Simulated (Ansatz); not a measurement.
**BAs: relaxed-ion elastic tensor**

Level of theory: DFT PBEsol, scalar-relativistic, plane waves, PAW (Ansatz). Cutoff 420 eV, 10×10×10 k-points (Γ-centred), fixed occupations. No spin polarisation.

The cell is fixed (symmetry leaves no force on the atoms) and stands under 0.0 GPa:
```xyz
2
Lattice="0.0000 2.3842 2.3842 2.3842 0.0000 2.3842 2.3842 2.3842 0.0000" Properties=species:S:1:pos:R:3 pbc="T T T"
B     0.0000    0.0000    0.0000
As    1.1921    1.1921    1.1921
```

The cell is the ideal cubic zincblende prototype.

**Question.** Give the relaxed-ion elastic constants (GPa, Voigt order xx yy zz yz xz xy, on the axes of the cell above).

**Answer.**
C11 = 277.6, C12 = 71.6, C13 = 71.6, C22 = 277.6, C23 = 71.6, C33 = 277.6, C44 = 149.9, C55 = 149.9, C66 = 149.9 GPa; the others vanish.

**Question.** Is the crystal stable against homogeneous strain?

**Answer.** Yes: the least eigenvalue of the tensor is 149.9 GPa.

**Question.** And the moduli of a polycrystal (Hill averages)?

**Answer.** B = 140 GPa, G = 129 GPa, E = 296 GPa, ν = 0.15.

Cost: 1 run of about 1 core-minutes, on Intel Xeon Platinum 8375C (Ice Lake) (shared hosts).